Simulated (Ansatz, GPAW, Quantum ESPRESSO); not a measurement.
One calculation of Hf, 4 ways

```
Hf
1.0
     4.96233    0.00000    0.00000
    -2.48116    4.29750    0.00000
     0.00000    0.00000    3.08623
Hf
3
Direct
  0.00766 0.00898 0.00959
  0.33932 0.66447 0.48907
  0.66612 0.32891 0.50340
```

This isn't the form of Hf at room conditions, which is hcp.

Atoms were shifted at random by some hundredths of an Å from the given cell, which wasn't relaxed again for these runs.

Alike in all runs: task single point; functional PBEsol; k mesh 6 × 6 × 9; occupations fermi-dirac, width 0.05 eV; no spin polarisation; no spin-orbit coupling. Pressure is positive in compression and, in plane waves, holds the error of the finite cutoff, which Ansatz's Pulay term estimates and takes out.

```
                           program and potentials  plane-wave cutoff (eV)                                                                                                                            notes  pressure (GPa)  largest force (eV/Å)  energy over the undisturbed cell (meV/atom)
                               Ansatz, Ansatz PAW                     420  potentials made for PBE, which Ansatz adapts in part; 26 valence electrons an atom on average; Pulay term of +0.04 GPa included           -2.59                 0.248                                         3.43
                Quantum ESPRESSO, GBRV 1.5 PBEsol                     612                                                                                          12 valence electrons an atom on average           -2.51                 0.254                                         3.51
   Ansatz, all-electron LAPW, scalar-relativistic                       -                                                                                                                                -           -2.56                 0.248                                            -
GPAW, PAW data sets generated for this functional                     600                                                                                          12 valence electrons an atom on average           -2.09                 0.255                                         3.54
```

Force on atom 1 (Hf), eV/Å:

```
                           program and potentials      x       y       z
                               Ansatz, Ansatz PAW  0.006  -0.143  -0.203
                Quantum ESPRESSO, GBRV 1.5 PBEsol  0.006  -0.148  -0.206
   Ansatz, all-electron LAPW, scalar-relativistic  0.006  -0.143  -0.203
GPAW, PAW data sets generated for this functional  0.006  -0.149  -0.207
```

The pressure spans -2.59 (Ansatz, Ansatz PAW) to -2.09 GPa (GPAW, PAW data sets generated for this functional), with all-electron results at -2.56.

The functional is the same throughout but for its coding, so the spread measures potentials, basis and numerics; runs on potential files found faulty are left out.
